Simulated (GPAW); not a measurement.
# CdSe (Cadmoselite) (P6_3mc) in GPAW: settings compared, part 3 of 3

GPAW 26.7.0. The steps go on from the part before.

## (6) Band structure, SOGGA, spin-orbit coupling, no magnetisation

run.py

```python
import numpy as np
from ase.dft.bandgap import bandgap
from ase.io import write
from ase.spacegroup import crystal
from ase.units import GPa
from gpaw import GPAW, PW, setup_paths
from gpaw.spinorbit import soc_eigenstates

setup_paths.insert(0, '.')

# Cd 2b
# Se 2b
atoms = crystal(['Cd', 'Se'],
                basis=[[0.6666666667, 0.3333333333, 0.5],
                       [0.6666666667, 0.3333333333, 0.885]],
                spacegroup=186, setting=1,  # P6_3mc
                cellpar=[4.3, 4.3, 7.02, 90.0, 90.0, 120.0],
                primitive_cell=True)

calc = GPAW(mode=PW(600),
            xc='GGA_X_SOGGA+GGA_C_PBE_SOL',
            kpts={'size': (5, 5, 3), 'gamma': True},
            occupations={'name': 'fermi-dirac', 'width': 0.05},
            nbands=31,
            convergence={'density': 1e-05, 'energy': 1e-05},
            maxiter=150,
            txt='gpaw.txt')
atoms.calc = calc
energy = atoms.get_potential_energy()
forces = atoms.get_forces()
stress = atoms.get_stress()
calc.write('gs.gpw')
write('result.traj', atoms)
print(f'Energy: {energy:.6f} eV')
print('Forces (eV/A):')
print(forces.round(4))
print('Stress (GPa):', (stress / GPa).round(3))
print('Fermi level:', round(calc.get_fermi_level(), 4), 'eV')
print(f'Gap: {bandgap(calc)[0]:.4f} eV, direct: {bandgap(calc, direct=True)[0]:.4f} eV')

path = atoms.cell.bandpath('GMKGALHA,LM,KH', npoints=60, eps=1e-4)
bs_calc = calc.fixed_density(kpts=path, symmetry='off', nbands=52,
                             convergence={'bands': 'CBM+6.0', 'eigenstates': 1e-6}, txt='bands.txt')
bs = bs_calc.band_structure()
bs.write('bs.json')
print(f'Gap on the path: {bandgap(bs_calc)[0]:.4f} eV')

soc = soc_eigenstates(bs_calc, theta=0, phi=0)
np.savetxt('soc_bands.dat', soc.eigenvalues(), fmt='%.4f')
mesh = soc_eigenstates('gs.gpw', theta=0, phi=0)
np.savetxt('soc_mesh.dat', mesh.eigenvalues(), fmt='%.4f')
print('Fermi level with spin-orbit coupling:', round(mesh.fermi_level, 4), 'eV')
```

Potentials or basis: PAW data sets generated in the run's folder for this functional, pw.

The run is started by

```sh
gpaw-setup -f GGA_X_SOGGA+GGA_C_PBE_SOL Cd Se
OMP_NUM_THREADS=1 python run.py
```

gpaw.txt:

```text
__  _  _
 | _ |_)|_||  |
 |__||  | ||/\| - 26.7.0

Input parameters:
  mode=PW(ecut=600.0),
  convergence={'density': 1e-05, 'energy': 1e-05},
  kpts=MonkhorstPack(size=(5, 5, 3), gamma=True),
  maxiter=150,
  nbands=31,
  occupations=Occupations(name='fermi-dirac', width=0.05),
  xc=XC(name='GGA_X_SOGGA+GGA_C_PBE_SOL')

Diagonalizing LCAO Hamiltonian
Converting LCAO to pw mode

            Se

        Se  Cd

        Cd

Atoms  # Å, Bohr magnetons
|   | symbol |         x |        y |        z |    initial magnetic moments |
|---|--------|-----------|----------|----------|-----------------------------|
| 0 |     Cd |  2.150000 | 1.241303 | 3.510000 | ( 0.0000,  0.0000,  0.0000) |
| 1 |     Cd | -0.000000 | 2.482606 | 0.000000 | ( 0.0000,  0.0000,  0.0000) |
| 2 |     Se |  2.150000 | 1.241303 | 6.212700 | ( 0.0000,  0.0000,  0.0000) |
| 3 |     Se | -0.000000 | 2.482606 | 2.702700 | ( 0.0000,  0.0000,  0.0000) |

Unit cell  # Å
| periodic |         x |        y |        z |  lengths |     angles |
|----------|-----------|----------|----------|----------|------------|
|      yes |  4.300000 | 0.000000 | 0.000000 | 4.300000 |  90.000000 |
|      yes | -2.150000 | 3.723909 | 0.000000 | 4.300000 |  90.000000 |
|      yes |  0.000000 | 0.000000 | 7.020000 | 7.020000 | 120.000000 |

Number of symmetries: 6
Symmetry operations  # r_c * U_cc + t_c -> r_c
|   | kind |            matrix            |
|---|------|------------------------------|
| 0 |  σ   |  1, 1, 0,  0,-1, 0,  0, 0, 1 |
| 1 |  E   |  1, 0, 0,  0, 1, 0,  0, 0, 1 |
| 2 |  C3  |  0, 1, 0, -1,-1, 0,  0, 0, 1 |
| 3 |  σ   |  0,-1, 0, -1, 0, 0,  0, 0, 1 |
| 4 |  σ   | -1, 0, 0,  1, 1, 0,  0, 0, 1 |
| 5 |  C3  | -1,-1, 0,  1, 0, 0,  0, 0, 1 |

BZ-sampling:
  Number of BZ points: 75
  Number of IBZ points: 12

  Monkhorst-Pack size: [5, 5, 3]
  Monkhorst-Pack shift: [0, 0, 0]

K-points  # in reciprocal-cell coordinates
|     |                                coordinates |     weight |
|-----|--------------------------------------------|------------|
|   0 | (  0.00000000,   0.00000000,   0.00000000) | 0.01333333 |
|   1 | (  0.00000000,   0.00000000,   0.33333333) | 0.02666667 |
|   2 | (  0.20000000,   0.00000000,  -0.33333333) | 0.08000000 |
|   3 | (  0.20000000,   0.00000000,   0.00000000) | 0.08000000 |
|   4 | (  0.20000000,   0.00000000,   0.33333333) | 0.08000000 |
|   5 | (  0.40000000,  -0.20000000,   0.00000000) | 0.08000000 |
|   6 | (  0.40000000,  -0.20000000,   0.33333333) | 0.16000000 |
|   7 | (  0.40000000,   0.00000000,  -0.33333333) | 0.08000000 |
|   8 | (  0.40000000,   0.00000000,   0.00000000) | 0.08000000 |
|   9 | (  0.40000000,   0.00000000,   0.33333333) | 0.08000000 |
| ... |                                            |            |
|  11 | (  0.40000000,   0.40000000,   0.33333333) | 0.16000000 |

Plane wave coefficients: 3791
Cutoff: 600.0 eV

Spin-components: 1 (collinear spins)
Bands:           31
Projectors:      22
Spin-degeneracy: 2
Datatype:        complex128

Parallelization:
  kpt:    1
  domain: 1
  band:   1

Density:
  Valence electrons: 36.0
  Components: 1
  Grid points: [25 25 40]
  Charge: 0.0  # |e|

Potential:
  Grid points: [25 25 40]

species:
  Cd:
    name:    Cadmium
    Z:       48.0
    valence: 12
    core:    36
    charge:  0.0  # [|e|]
    compensation charges:
      type: gauss
      rc: 0.38  # [Å]
      lmax: 2
    cutoffs:
      filter: 2.12  # [Å]
      core: 2.62  # [Å]
    projectors
    | kind |    occ | energy [eV] | rcut [Å] |
    |------|--------|-------------|----------|
    |   5s |  2.000 |      -5.710 |    1.191 |
    |   5p |  0.000 |      -1.163 |    1.228 |
    |   4d | 10.000 |     -11.746 |    1.164 |
    |    s |        |      21.501 |    1.191 |
    |    p |        |      26.048 |    1.228 |
    |    d |        |      15.465 |    1.164 |

    Using partial waves for Cd as LCAO basis

  Se:
    name:    Selenium
    Z:       34.0
    valence: 6
    core:    28
    charge:  0.0  # [|e|]
    compensation charges:
      type: gauss
      rc: 0.27  # [Å]
      lmax: 2
    cutoffs:
      filter: 1.77  # [Å]
      core: 2.67  # [Å]
    projectors
    | kind |    occ | energy [eV] | rcut [Å] |
    |------|--------|-------------|----------|
    |   4s |  2.000 |     -17.294 |    0.847 |
    |   4p |  4.000 |      -6.521 |    1.005 |
    |    s |        |       9.918 |    0.847 |
    |    p |        |      20.690 |    1.005 |
    |    d |        |       0.000 |    0.847 |

    Using partial waves for Se as LCAO basis

Reference energy: -436319.370075  # eV

eigensolver:
  PPCG
  Converge bands: occupied
  niter=2

density mixing:
  MSR1-Mixer
  Pratt-step length: 0.05
  Maximum mixing coefficient: 0.75
  Old densities: 10
  SVD Regularization: 0.005
  Good broyden scale: 1.0
  Trust region scale: 1.0
  Backstep threshold: 4.0
  History deletion threshold: 6.0
  Fourier metric: weight=20.0, sigma=0.015

occupation numbers:
  Fermi-Dirac:
    width: 0.0500  # eV

poisson solver:
  ecut: 4800.0  # eV

xc functional:
  name: GGA_X_SOGGA+GGA_C_PBE_SOL with 2 nearest neighbor stencil

convergence criteria:
- Maximum integral of absolute [dens]ity change: 1e-05 electrons / valence electron
- Maximum [total energy] change in last 3 cyles: 1e-05 eV / valence electron
- Maximum integral of absolute [eigenst]ate change: 4e-08 eV^2 / valence electron
maximum number of iterations: 150

SCF iterations
|iter     | |      energy | eigst |  dens |
|---------|-|-------------|-------|-------|
|iter:   1| |  -13.591297 | -0.55 |       |
|iter:   2| |  -13.445920 | -2.51 | -1.20 |
|iter:   3| |  -12.912526 | -1.53 | -1.24 |
|iter:   4| |  -12.905361 | -3.37 | -1.80 |
|iter:   5| |  -12.903754 | -3.78 | -2.27 |
|iter:   6| |  -12.903770 | -5.25 | -3.00 |
|iter:   7| |  -12.903773c| -6.36 | -3.57 |
|iter:   8| |  -12.903772c| -7.12 | -4.09 |
|iter:   9| |  -12.903772c| -7.87c| -4.93 |
|iter:  10| |  -12.903772c| -8.19c| -5.38c|

Converged in 10 steps
Energy contributions relative to reference atoms: (reference = -436319.370075)

Energy contributions:
  Kinetic:          34.292240
  Coulomb:         -31.100516
  Zero:              0.113348
  External:          0.000000
  Xc:              -16.208787
  Entropy:          -0.000114
  Spinorbit:         0.000000
  ----------------------------
  Free energy:     -12.903829
  Extrapolated:    -12.903772

dipole moment: (0.000005, 0.000011, -18.382902)  # |e|*Ang

Fermi level: 3.801
Eigenvalues  # (at kpt = [0.000, 0.000, 0.000])
| band index |      eig [eV] | occ [0-2] |
|------------|---------------|-----------|
|          0 |        -9.134 |     2.000 |
|        ... |               |           |
|         10 |        -3.950 |     2.000 |
|         11 |        -3.671 |     2.000 |
|         12 |        -0.815 |     2.000 |
|         13 |         2.761 |     2.000 |
|         14 |         2.761 |     2.000 |
|         15 |         3.481 |     1.997 |
[... 8 lines left out ...]
|         24 |        10.393 |     0.000 |
|         25 |        11.047 |     0.000 |
|        ... |               |           |
|         30 |        14.389 |     0.000 |

Gap: 0.558 eV
Transition (v -> c):
  (s=0, k=0, n=17, [0.00, 0.00, 0.00]) -> (s=0, k=0, n=18, [0.00, 0.00, 0.00])
No difference between direct/indirect transitions

Forces  # eV/Ang
|        x |       y |        z |
|----------|---------|----------|
| -0.00000 | 0.00000 |  0.26833 |  # Cd   0
|  0.00000 | 0.00000 |  0.26856 |  # Cd   1
|  0.00000 | 0.00000 | -0.26854 |  # Se   2
|  0.00000 | 0.00000 | -0.26847 |  # Se   3

Stress tensor  # eV/Ang^3
|         x |         y |         z |
|-----------|-----------|-----------|
| -0.003053 |  0.000000 |  0.000000 |
|  0.000000 | -0.003053 | -0.000000 |
|  0.000000 | -0.000000 |  0.008567 |

# Writing to gs.gpw (mode='')
```

Run time: 89 s. Hardware: 1 thread of Intel Xeon Platinum 8488C (Sapphire Rapids), shared host; peak memory 0.51 GiB.

Results:

```yaml
Free_energy: -12.9038 eV
Pressure: -0.1 GPa
Largest_force: 0.269 eV/Å
Band_gap_on_the_k_mesh: 0.43 eV, direct
Band_gap_along_the_path: 0.43 eV, direct
```

Forces in eV/Å, atoms in the order of the input:
```
Cd   0.000  0.000  0.268
Cd   0.000  0.000  0.269
Se   0.000  0.000 -0.269
Se   0.000  0.000 -0.268
```

Stress tensor (GPa, compression positive):
```
 0.49  0.00  0.00
 0.00  0.49  0.00
 0.00  0.00 -1.37
```

Levels at the corners of the path, in eV from the valence-band top:
```csv
point,band 32,band 33,band 34,band 35,band 36,band 37,band 38,band 39,band 40,band 41
Γ,-0.38,-0.01,-0.01,0.00,0.00,0.43,0.43,1.87,1.87,5.41
M,-2.02,-1.42,-1.42,-0.95,-0.95,2.98,2.98,3.08,3.08,4.55
K,-2.04,-1.99,-1.95,-1.85,-1.85,4.12,4.12,4.44,4.63,4.68
Γ,-0.38,-0.01,-0.01,0.00,0.00,0.43,0.43,1.87,1.87,5.41
A,-0.63,-0.38,-0.38,-0.38,-0.38,2.09,2.09,2.09,2.09,5.54
L,-1.59,-1.40,-1.40,-1.40,-1.40,2.73,2.73,2.73,2.74,4.55
H,-2.63,-1.23,-1.23,-1.18,-1.18,3.53,3.53,3.59,3.59,5.59
A,-0.63,-0.38,-0.38,-0.38,-0.38,2.09,2.09,2.09,2.09,5.54
L,-1.59,-1.40,-1.40,-1.40,-1.40,2.73,2.73,2.73,2.74,4.55
M,-2.02,-1.42,-1.42,-0.95,-0.95,2.98,2.98,3.08,3.08,4.55
K,-2.04,-1.99,-1.95,-1.85,-1.85,4.12,4.12,4.44,4.63,4.68
H,-2.63,-1.23,-1.23,-1.18,-1.18,3.53,3.53,3.59,3.59,5.59
```

Caveat: spin-orbit coupling was added after a scalar SCF, so levels and gaps hold it while energy, forces, pressure and moments don't; this program's spin-orbit splittings come out too wide for heavy elements.

## (7) Summary

```csv
level,potentials or basis,band points,spin axis theta (degrees),spin axis phi (degrees),gap on the mesh (eV),pressure (GPa),largest force (eV/Å)
AM05,"PAW data sets generated in the run's folder for this functional, pw",60,90,0,0.55,0.5,0.26
C09-vdW,"GPAW PAW data sets (gpaw-data 1.2.1), pw",80,54.7,45,0.46,-,0.29
SOGGA,"PAW data sets generated in the run's folder for this functional, pw",60,0,0,0.43,-0.1,0.27
```

Alike in all rows: task band structure; spin SOC, no magnetisation; cell as given; k mesh 5 × 5 × 3; cutoff (eV) 600; smearing fermi-dirac 0.05 eV.

Caveats: spin-orbit coupling was added after a scalar SCF, so levels and gaps hold it while energy, forces, pressure and moments don't; this program's spin-orbit splittings come out too wide for heavy elements; the PAW data sets were made with another functional, which shifts forces and pressure a little (some runs).

Absolute energies hang on the potentials; compare differences alone.

## (8) Comparison with measurements

Step 2. A measured gap of CdSe is 1.841 eV (2 K; a printed reference work, data compilation); the calculated 0.55 eV misses it by -1.29 eV. So large a miss can be the level of theory's own, or it may mean another phase, state or a wrong row. The value is that of AM05, without temperature or zero-point motion. Semilocal functionals fall short of measured gaps as a rule.

Step 3. A measured gap of CdSe is 1.841 eV (2 K; a printed reference work, data compilation); the calculated 0.46 eV misses it by -1.38 eV. So large a miss can be the level of theory's own, or it may mean another phase, state or a wrong row. The value is that of C09-vdW, without temperature or zero-point motion.

Step 6. Against the measured gap of CdSe, 1.841 eV (2 K; a printed reference work, data compilation), the calculated 0.43 eV is off by -1.41 eV. So large a miss can be the level of theory's own, or it may mean another phase, state or a wrong row. The value is that of SOGGA, without temperature or zero-point motion.
